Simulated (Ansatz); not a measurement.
Input and command of a calculation in Ansatz (plane waves; scalar-relativistic PAW potentials unless the input names others):

```yaml
crystal:
  lattice:
    - [2.8930835326, 0.0, 0.0072327088]
    - [0.0, 2.8930835326, 0.0]
    - [0.0072327088, 0.0, 2.8930835326]
  atoms:
    - { symbol: Al, position: [0.0, 0.0, 0.0] }
    - { symbol: Ni, position: [0.5, 0.5, 0.5] }
basis:
  ecutwfc: 420
kpoints:
  mp_grid: { grid: [20, 20, 20] }
hamiltonian:
  xc: pbe
  hubbard: { sites: [{ species: Al, l: f, u_eff: 30.0 }] }
scf:
  occupations: { method: gaussian, width: 0.15 }
  max_iter: 80
output:
  forces: true
  eigenvalues: true
  stress: true
```

```bash
ansatz run input.yaml --threads 1 --pin off --max-ram 2560MiB --backend cpu --events-out ev --progress --plain --runs-dir out
```

**Question.** Will this input run?

**Answer.** The program refuses it, because of a U on a shell that isn't there (hamiltonian.hubbard: not typed → {"sites": [{"species": "Al", "l": "f", "u_eff": 30.0}]}). Without that key it is accepted.

Abridged log:
```
Error: inconsistent input (hamiltonian.hubbard.sites[].l, hamiltonian.hubbard.sites[].shell): the file of Al doesn't list 4f, and it can't be added: PBE doesn't bind the shell 4f of the free atom, whose level lies at +1.02 eV. Type an atom or ion with it (hamiltonian.pseudopotentials.projection_atoms), take another file or name another shell
```